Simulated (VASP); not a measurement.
## From VASP inputs to Ansatz: BAs (zincblende)

INCAR

```
PREC = Accurate
NELM = 120
ISIF = 2
EDIFF = 1E-7
ENCUT = 520
IBRION = -1
NSW = 0
METAGGA = R2SCAN
LCHARG = .FALSE.
LASPH = .TRUE.
LREAL = .FALSE.
SIGMA = 0.01
NBANDS = 11
ISMEAR = 0
LWAVE = .FALSE.
ALGO = Normal
```

KPOINTS

```
KPOINTS created by Atomic Simulation Environment
0
Gamma
10 10 10
0 0 0
```

KPOINTS_OPT

```
special points
7
Reciprocal
0.0000000000 0.0000000000 0.0000000000 1
-0.5000000000 -0.5000000000 0.0000000000 1
-0.3750000000 -0.3750000000 0.2500000000 1
-0.3750000000 0.0000000000 0.3750000000 1
0.0000000000 0.0000000000 0.5000000000 1
-0.5000000000 -0.2500000000 0.2500000000 1
0.0000000000 0.4000000000 0.4000000000 1
```

POSCAR

```
B  As
 1.0000000000000000
     0.0000000000000000    2.3918676074021348    2.3918676074021348
     2.3918676074021348    0.0000000000000000    2.3918676074021348
     2.3918676074021348    2.3918676074021348    0.0000000000000000
 B   As
   1   1
Cartesian
  0.0000000000000000  0.0000000000000000 -0.0000000000000000
  1.1959338037010674  1.1959338037010674  1.1959338037010674
```

VASP ran with the recommended PBE PAW datasets (8 valence electrons in the cell).

Question: Write an Ansatz input for this cell and level of theory.

Answer: 

```yaml
crystal:
  lattice:
    - [0.0, 2.3918676074, 2.3918676074]
    - [2.3918676074, 0.0, 2.3918676074]
    - [2.3918676074, 2.3918676074, 0.0]
  atoms:
    - { symbol: B, position: [0.0, 0.0, 0.0] }
    - { symbol: As, position: [0.25, 0.25, 0.25] }
kpoints:
  mp_grid: { grid: [10, 10, 10] }
  band_path:
    path:
      - [0.0, 0.0, 0.0]
      - [-0.5, -0.5, 0.0]
      - [-0.375, -0.375, 0.25]
      - [-0.375, 0.0, 0.375]
      - [0.0, 0.0, 0.5]
      - [-0.5, -0.25, 0.25]
      - [0.0, 0.4, 0.4]
    npoints: 1
hamiltonian:
  xc: r2scan
scf:
  occupations: { method: fixed }
  n_extra_bands: 4
output:
  forces: true
  stress: true
  eigenvalues: true
```

Other inputs would serve too.

```tsv
	VASP	Ansatz
gap between bands v and c	1.37 eV	1.37 eV
least direct gap	3.44 eV	3.44 eV
pressure	0.3 GPa	0.0 GPa
```

Datasets and cutoffs are each program's own. VASP's cell holds 8 valence electrons and Ansatz's 18. Ansatz's stress includes a Pulay correction; VASP's doesn't.
